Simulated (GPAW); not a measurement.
The system is KCl (Sylvite).

```
CELL_PARAMETERS angstrom
0.00000 3.14647 3.14647
3.14647 0.00000 3.14647
3.14647 3.14647 0.00000
ATOMIC_POSITIONS crystal
K 0.00000 0.00000 0.00000
Cl 0.50000 0.50000 0.50000
```

| Item | Value |
| --- | --- |
| Program | GPAW 26.7.0 |
| Task | relaxation of cell and atoms |
| Functional | PBEsol |
| Dispersion | D4 |
| Potentials or basis | PAW data sets generated in the run's folder for this functional |
| Cutoff | 600 eV |
| Basis | pw |
| k mesh | 7 × 7 × 7 |
| Occupations | fermi-dirac, width 0.05 eV |
| Spin | no spin polarisation |

At the start: pressure -0.8 GPa; volume 31.15 Å³/atom.

**Question.** How do energy, volume and symmetry change on relaxing?

**Answer.** Over 3 steps the energy falls by 3.3 meV/atom and the volume is 29.61 Å³/atom (-4.9 %); space group Fm-3m (No. 225, to 0.05 Å).

Step by step:
| step | energy change (eV) | largest force (eV/Å) | pressure (GPa) | volume (Å³) |
| --- | --- | --- | --- | --- |
| 1 | 0.0000 | 0.0000 | -0.83 | 62.30 |
| 2 | -0.0010 | 0.0000 | -0.78 | 62.09 |
| 3 | -0.0066 | 0.0000 | 0.07 | 59.22 |

Final structure:
```yaml
crystal:
  lattice:
    - [0.00000, 3.09375, 3.09375]
    - [3.09375, 0.00000, 3.09375]
    - [3.09375, 3.09375, 0.00000]
  atoms:
    - { symbol: K, position: [0.00000, 0.00000, 0.00000] }
    - { symbol: Cl, position: [0.50000, 0.50000, 0.50000] }
```

Caveat: later steps reuse the first step's grids.
